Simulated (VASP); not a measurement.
GaN: relaxation of cell and atoms with PBE

The system is GaN.

```xyz
2
Lattice="0.0000 2.2741 2.2741 2.2741 0.0000 2.2741 2.2741 2.2741 0.0000" Properties=species:S:1:pos:R:3 pbc="T T T"
Ga    0.0000    0.0000    0.0000
N     3.4112    3.4112    3.4112
```

The cell is a database's computed one.

```
Program                : VASP 6.6.1
Task                   : relaxation of cell and atoms
Functional             : PBE
Potentials or basis    : VASP PAW PBE potentials, release 64 (Ga_d, N)
Cutoff                 : 600 eV
k mesh                 : 10 × 10 × 10
Occupations            : gaussian, width 0.03 eV
Spin                   : no spin polarisation
Further INCAR settings : ALGO = Normal; EDIFF = 1e-07; IBRION = 2; EDIFFG = -0.005; NSW = 90; ISIF = 3
```

- Pressure after relaxing: 0.0 GPa
- Band gap on the k mesh: 1.55 eV, direct

Final structure:
```yaml
crystal:
  lattice:
    - [0.00000, 2.27410, 2.27410]
    - [2.27410, 0.00000, 2.27410]
    - [2.27410, 2.27410, 0.00000]
  atoms:
    - { symbol: Ga, position: [0.00000, 0.00000, 0.00000] }
    - { symbol: N, position: [0.75000, 0.75000, 0.75000] }
```

Levels at points of the mesh, in eV from the valence-band top:
```
           k point  band 5  band 6  band 7  band 8  band 9  band 10  band 11  band 12  band 13
(0.00, 0.00, 0.00)  -13.13  -13.13    0.00    0.00    0.00     1.55    10.13    10.13    10.13
(0.50, 0.00, 0.00)  -13.09  -11.88   -6.86   -0.93   -0.93     4.45     8.59    10.22    10.22
(0.50, 0.50, 0.00)  -13.06  -11.45   -6.01   -2.61   -2.61     3.34     6.50    11.52    13.67
```

Wall time 24 s on 1 thread of Intel(R) Xeon(R) Platinum 8488C (Sapphire Rapids), with other jobs on the host, peak memory 0.16 GiB.

Caveat: the relaxation stopped at its first step, so nothing moved.
